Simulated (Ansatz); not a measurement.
CdSe in the zincblende structure, relaxed with r2SCAN in Ansatz. The symmetry is F-43m (No. 216, cubic); conventional cell a = 6.136 Å, 28.87 Å³ an atom. Around Cd lie 4 Se at 2.66 Å; around Se lie 4 Cd at 2.66 Å.

The axes x, y and z are those of this cell:
```yaml
crystal:
  lattice:
    - [0.00000, 3.06778, 3.06778]
    - [3.06778, 0.00000, 3.06778]
    - [3.06778, 3.06778, 0.00000]
  atoms:
    - { symbol: Cd, position: [0.00000, 0.00000, 0.00000] }
    - { symbol: Se, position: [0.25000, 0.25000, 0.25000] }
```

Unstrained: PBE gives a direct gap of 0.555 eV at Γ. With r2SCAN the gap is 1.037 eV and direct, at Γ. With HSE06 the gap is 1.483 eV and direct, at Γ. Meshes: PBE 8×8×8, r2SCAN 8×8×8, HSE06 6×6×6. Strains are changes of length per length, and xy shears are angles. After each strain the atoms were relaxed again with r2SCAN within the symmetry that the strain leaves, so tilts or polar shifts that break it weren't tested; points keep the names that they have in the unstrained zone. The values are computed, spin-unpolarised, and not measurements.

Question: Estimate what isotropic +4.0 % on every length does to the gap.

Answer: PBE: the gap goes from 0.555 to 0.313 eV (-0.242 eV). r2SCAN: the gap goes from 1.037 to 0.771 eV (-0.266 eV). HSE06: the gap goes from 1.483 to 1.187 eV (-0.296 eV). The r2SCAN energy rises by 59.1 meV an atom.

Question: Apply uniaxial +4.0 % along [111], other directions held. How far does the gap move, against the unstrained cell?

Answer: PBE: the gap goes from 0.555 to 0.412 eV (-0.143 eV); with r2SCAN the top three valence levels at Γ, degenerate before, become 2+1 from the top over 180 meV. r2SCAN: the gap goes from 1.037 to 0.878 eV (-0.159 eV). HSE06: the gap goes from 1.483 to 1.313 eV (-0.170 eV). The r2SCAN energy rises by 11.8 meV an atom.

Question: For epitaxial +0.5 % in the plane normal to [111], how far does the free direction move, and what happens to the gap?

Answer: The normal strain at zero normal stress is -0.50 %, 1.00 of the in-plane strain with the sign turned. PBE: the gap goes from 0.555 to 0.518 eV (-0.037 eV); with r2SCAN the top three valence levels at Γ, degenerate before, become 1+2 from the top over 43 meV. r2SCAN: the gap goes from 1.037 to 0.997 eV (-0.040 eV). HSE06: the gap goes from 1.483 to 1.441 eV (-0.042 eV).

Question: Estimate what xy shear, engineering strain (angle) +2.5 % does to the gap.

Answer: PBE: the gap goes from 0.555 to 0.498 eV (-0.057 eV); with r2SCAN the top three valence levels at Γ, degenerate before, become 1+1+1 from the top over 111 meV. r2SCAN: the gap goes from 1.037 to 0.977 eV (-0.060 eV). HSE06: the gap goes from 1.483 to 1.422 eV (-0.061 eV). The r2SCAN energy rises by 1.3 meV an atom.

Question: Apply epitaxial +4.0 % in the xy plane, free normal strain -6.21 %. How far does the gap move, against the unstrained cell?

Answer: PBE: the gap goes from 0.555 to 0.334 eV (-0.221 eV); with r2SCAN the top three valence levels at Γ, degenerate before, become 1+2 from the top over 263 meV. r2SCAN: the gap goes from 1.037 to 0.813 eV (-0.224 eV). HSE06: the gap goes from 1.483 to 1.247 eV (-0.236 eV). The r2SCAN energy rises by 11.1 meV an atom.

The runs are scalar-relativistic, without spin-orbit coupling.

The meshes of the hybrids are coarse, so their gaps aren't converged to the digits shown.

The splittings at Γ are without spin-orbit coupling, which regroups them where it is of like size or larger.
